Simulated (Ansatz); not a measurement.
Ca:

```xyz
1
Lattice="0.0000 2.7942 2.7942 2.7942 0.0000 2.7942 2.7942 2.7942 0.0000" Properties=species:S:1:pos:R:3 pbc="T T T"
Ca    0.0000    0.0000    0.0000
```

* Program: Ansatz 0.2.0
* Task: single point
* Functional: PBE
* Potentials or basis: Ansatz PAW
* Cutoff: 420 eV (not typed: the program's choice for these potentials)
* k mesh: 8 × 8 × 8
* Occupations: fermi-dirac, width 0.05 eV
* Spin: no spin polarisation

On this cell: pressure -0.6 GPa; band gap on the k mesh none (metal or under the smearing width).

The same run follows on a disturbed copy (cell strained at random at fixed volume):

```xyz
1
Lattice="0.0226 2.8096 2.7448 2.7525 0.0396 2.7278 2.8498 2.8899 -0.0577" Properties=species:S:1:pos:R:3 pbc="T T T"
Ca    0.0059   -0.0050    0.0069
```

Question: What changes?

Answer: The energy (extrapolated to zero smearing) moves by +4.9 meV/atom; pressure -0.5 GPa; band gap on the k mesh none (metal or under the smearing width).

Stress tensor (GPa, compression positive):
```
-0.52 -0.61  0.41
-0.61 -0.63  0.26
 0.41  0.26 -0.48
```
